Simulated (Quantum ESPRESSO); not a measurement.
# LiF (Griceite) in Quantum ESPRESSO: the effect of target pressure

Crystal: LiF (Griceite).

```xyz
2
Lattice="0.0000 2.0140 2.0140 2.0140 0.0000 2.0140 2.0140 2.0140 0.0000" Properties=species:S:1:pos:R:3 pbc="T T T"
F     2.0140    2.0140    2.0140
Li    0.0000    0.0000    0.0000
```

Alike in all runs:

| Property | Result |
| --- | --- |
| Program | Quantum ESPRESSO 7.5 |
| Task | phonons |
| Functional | LDA |
| Potentials or basis | PseudoDojo 0.4.1 SR LDA standard |
| Cutoff | 1143 eV |
| Density cutoff | 4572 eV |
| k mesh | 6 × 6 × 6, shifted |
| Occupations | fermi-dirac, width 0.05 eV |
| Spin | no spin polarisation |

Each run relaxes the cell or the atoms first.

| target pressure | relaxed volume (Å³/atom) | dielectric constant (mean) | highest phonon frequency (cm⁻¹) |
| --- | --- | --- | --- |
| 0 GPa | 7.44 | 2.11 | 343 |
| 2 GPa | 7.28 | 2.12 | 363 |
| 5 GPa | 7.07 | 2.13 | 389 |
| 10 GPa | 6.77 | 2.14 | 428 |
| 15 GPa | ? | ? | ? |

**Question.** What does the run with target pressure 15 GPa give?

**Answer.** Relaxed volume 6.53 Å³/atom; dielectric constant 2.15 mean; highest phonon frequency 462 cm⁻¹.

Worked out: In Murnaghan's law V^(-B') rises as a straight line in P. The other rows fit best with B' = 3.6, V0 = 7.44 Å³/atom and B0 = 89 GPa, which gives 6.52 Å³/atom at 15 GPa, against the run's 6.53. A straight line through the other rows of the dielectric constant, of slope 0.00291  per GPa, extrapolates to 2.16 , against the run's 2.15. A parabola through the other rows of the highest phonon frequency, of slope 5.5 cm⁻¹ per GPa there, extrapolates to 459 cm⁻¹, against the run's 462.

Caveats: the cell is more than 3 GPa from zero pressure, which shifts response properties (some runs); the volume moved by over 15 % at a fixed basis, so the end points are rough (some runs).
